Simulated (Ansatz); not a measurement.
**How Ag stores the work of compression**

Level of theory: DFT r2SCAN, scalar-relativistic, plane waves, PAW (Ansatz). (500 eV cutoff, 18×18×10 k-mesh, Gaussian smearing of 0.10 eV, no spin polarisation)

Starting point, cell and atoms relaxed:

```
Ag
1.0
     2.90368    0.00000    0.00000
    -1.45184    2.51466    0.00000
     0.00000    0.00000    4.74754
Ag
2
Direct
  0.33333 0.66667 0.25000
  0.66667 0.33333 0.75000
```

Cell and atoms were relaxed at each target pressure within the start's symmetry (P6_3/mmc), at zero temperature; other phases can be more stable under pressure. H = E + PV with P the target; E is the free energy at the smearing used, whose derivative the pressure is, per atom and counted from zero pressure.

```tsv
P (GPa)	V (Å³/atom)	E − E0 (meV)	H − H0 (meV)
0	17.333	0.0	0.0
1	17.163	0.5	107.7
4	16.728	7.3	424.9
12	15.832	50.8	1236.6
25	14.821	164.8	2477.3
50	13.570	449.3	4684.1
90	12.351	969.0	7907.2
```

Q: Thermodynamics gives dH/dP = V along a relaxed path. Integrate V over P by the trapezoid rule and compare with the computed enthalpies.

A: With 1 eV/Å³ = 160.22 GPa, each step adds the mean volume times ΔP / 160.22:
| P (GPa) | ∫V dP (meV) | H − H0 (meV) | difference (meV) |
| --- | --- | --- | --- |
| 1 | 107.7 | 107.7 | 0.0 |
| 4 | 425.0 | 424.9 | 0.0 |
| 12 | 1237.9 | 1236.6 | 1.3 |
| 25 | 2481.4 | 2477.3 | 4.1 |
| 50 | 4696.4 | 4684.1 | 12.3 |
| 90 | 7932.1 | 7907.2 | 24.9 |

V(P) curves upward, so the trapezoid rule runs high; integrating a smooth curve through the same points (P as a polynomial of degree 4 in ln V) puts that excess at about 24.7 meV at 90 GPa, against the 24.9 meV found.

Q: At 90 GPa, how much of the enthalpy change is stored energy and how much is the PV term?

A: E rises by 969 meV/atom and PV is 90 × 12.351 / 160.22 = 6938 meV/atom, so PV makes 88 % of ΔH. So between rival structures at high pressure a small difference in volume can outweigh the difference in energy: 1 % of this volume is worth 69.4 meV/atom at this pressure.

Q: What bulk modulus do the lowest pressures give?

A: From the pressures that the runs reached, -0.98 GPa (17.503 Å³) and 1.03 GPa (17.163 Å³), B = −ΔP/Δln V = 2.01 / 0.0196 = 102 GPa, a mean over that range.

This form isn't the element's structure at ambient conditions.